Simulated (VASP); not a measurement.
# MoS2: relaxation of cell and atoms with PBE

The system is MoS2.

```xyz
6
Lattice="3.1090 0.0000 0.0000 -1.5545 2.6925 0.0000 0.0000 0.0000 11.5822" Properties=species:S:1:pos:R:3 pbc="T T T"
Mo    0.0000    1.7950    2.8955
Mo    1.5545    0.8975    8.6866
S     0.0000    1.7950    7.1184
S     1.5545    0.8975    1.3273
S     0.0000    1.7950   10.2549
S     1.5545    0.8975    4.4638
```

| Item | Value |
| --- | --- |
| Program | VASP 6.6.1 |
| Task | relaxation of cell and atoms |
| Functional | PBE |
| Potentials or basis | VASP PAW PBE potentials, release 64 (Mo_sv, S) |
| Cutoff | 600 eV |
| k mesh | 12 × 12 × 3 |
| Occupations | gaussian, width 0.03 eV |
| Spin | no spin polarisation |
| Target pressure | 9.6 GPa |
| Further INCAR settings | ALGO = Normal; EDIFF = 1e-07; IBRION = 2; EDIFFG = -0.005; NSW = 90; ISIF = 3 |
| Target pressure | 9.6 GPa |

```
Relaxed volume                                         : 16.15 Å³/atom
Relaxed cell                                           : a = 3.109 Å, b = 3.109 Å, c = 11.580 Å, α = 90.00°, β = 90.00°, γ = 120.00°
Space group after relaxing (to 0.05 Å)                 : P6_3/mmc (No. 194)
Energy change on relaxing (the enthalpy is what falls) : +0.5 meV/atom
Ionic steps                                            : 8
Pressure after relaxing                                : 9.6 GPa
Largest force after relaxing                           : 0.003 eV/Å
Band gap on the k mesh                                 : 0.53 eV, indirect (least direct gap 1.80 eV)
```

Forces in eV/Å, atoms in the order of the input:
```
Mo   0.000  0.000  0.000
Mo   0.000  0.000  0.000
S    0.000  0.000 -0.003
S    0.000  0.000 -0.003
S    0.000  0.000  0.003
S    0.000  0.000  0.003
```

Step by step:
| step | energy change (eV) | largest force (eV/Å) | pressure (GPa) | volume (Å³) |
| --- | --- | --- | --- | --- |
| 1 | 0.0000 | 0.0011 | 9.54 | 96.95 |
| 2 | 0.0054 | 0.0158 | 9.71 | 96.86 |
| 3 | 0.0022 | 0.0071 | 9.61 | 96.92 |
| 4 | 0.0020 | 0.0065 | 9.61 | 96.92 |
| 5 | 0.0018 | 0.0060 | 9.60 | 96.92 |
| 6 | 0.0019 | 0.0063 | 9.59 | 96.92 |
| 7 | 0.0020 | 0.0064 | 9.60 | 96.92 |
| 8 | 0.0028 | 0.0031 | 9.60 | 96.91 |

Final structure:
```
CELL_PARAMETERS angstrom
3.10854 0.00000 0.00000
-1.55427 2.69207 0.00000
0.00000 0.00000 11.58000
ATOMIC_POSITIONS crystal
Mo 0.33333 0.66667 0.25000
Mo 0.66667 0.33333 0.75000
S 0.33333 0.66667 0.61457
S 0.66667 0.33333 0.11457
S 0.33333 0.66667 0.88543
S 0.66667 0.33333 0.38543
```

Levels at points of the mesh, in eV from the valence-band top:
| k point | band 23 | band 24 | band 25 | band 26 | band 27 | band 28 | band 29 | band 30 |
| --- | --- | --- | --- | --- | --- | --- | --- | --- |
| (0.00, 0.00, 0.00) | -2.25 | -1.60 | -0.88 | 0.00 | 2.00 | 2.00 | 2.05 | 2.05 |
| (0.50, 0.00, 0.00) | -2.00 | -1.75 | -1.55 | -1.51 | 1.59 | 1.67 | 1.89 | 2.35 |

It took 4.9 min on 2 MPI ranks on Intel(R) Xeon(R) Platinum 8259CL CPU @ 2.50GHz (Skylake/Cascade Lake), on a shared host, peak memory 0.32 GiB a rank.

Caveat: the cell is relaxed towards a set pressure, so the enthalpy falls and the energy may rise; an odd mesh through Γ misses points on the zone boundary, where band edges often lie.
